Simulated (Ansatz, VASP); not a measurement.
## AlRu in VASP and in Ansatz

The input INCAR:

```
SYSTEM = AlRu
PREC = Accurate
ENCUT = 520
EDIFF = 1E-6
ISMEAR = 0
SIGMA = 0.1
LREAL = .False.
LASPH = .True.
NELM = 60
ALGO = Normal
ISIF = 2
LWAVE = .False.
LCHARG = .True.
GGA = PE
LELF = .True.
LVHAR = .True.
NBANDS = 16
```

The input KPOINTS:

```
Automatic mesh
0
Gamma
  14 14 14
  0 0 0
```

File POSCAR:

```
AlRu
1.0
    2.9737383333      0.0000000000      0.0000000000
    0.0000000000      2.9737383333      0.0000000000
    0.0000000000      0.0000000000      2.9737383333
Al Ru
1 1
Direct
    0.0000000000      0.0000000000      0.0000000000
    0.5000000000      0.5000000000      0.5000000000
```

Input for Ansatz:

```yaml
crystal:
  lattice:
    - [2.9737383333, 0.0, 0.0]
    - [0.0, 2.9737383333, 0.0]
    - [0.0, 0.0, 2.9737383333]
  atoms:
    - { symbol: Al, position: [0.0, 0.0, 0.0] }
    - { symbol: Ru, position: [0.5, 0.5, 0.5] }
basis:
  ecutwfc: 420
kpoints:
  mp_grid: { grid: [14, 14, 14] }
hamiltonian:
  xc: pbe
scf:
  occupations: { method: gaussian, width: 0.1 }
output:
  forces: true
  stress: true
  eigenvalues: true
```

Alike in both runs: task single point; functional PBE; k mesh 14 × 14 × 14; occupations gaussian, width 0.1 eV; no spin polarisation.

|  | VASP | Ansatz |
| --- | --- | --- |
| version | VASP 6.6.1 | Ansatz 0.2.0 |
| potentials or method | VASP PAW PBE potentials, release 64 (Al, Ru_pv) | scalar-relativistic, plane waves, PAW |
| plane-wave cutoff (eV) | 520 | 420 |
| valence electrons in the cell | 17 | 19 |

|  | VASP | Ansatz | Ansatz less VASP |
| --- | --- | --- | --- |
| gap on the k mesh at the Fermi level (eV) | none | none | - |
| pressure (GPa) | 6.6 | 6.6 | +0.02 |

A gap of «none» marks a metal or a gap that the smearing closes. With one functional, cell and mesh, what is left measures potentials, basis and numerics. The two sets of potentials don't hold the same shells in valence.
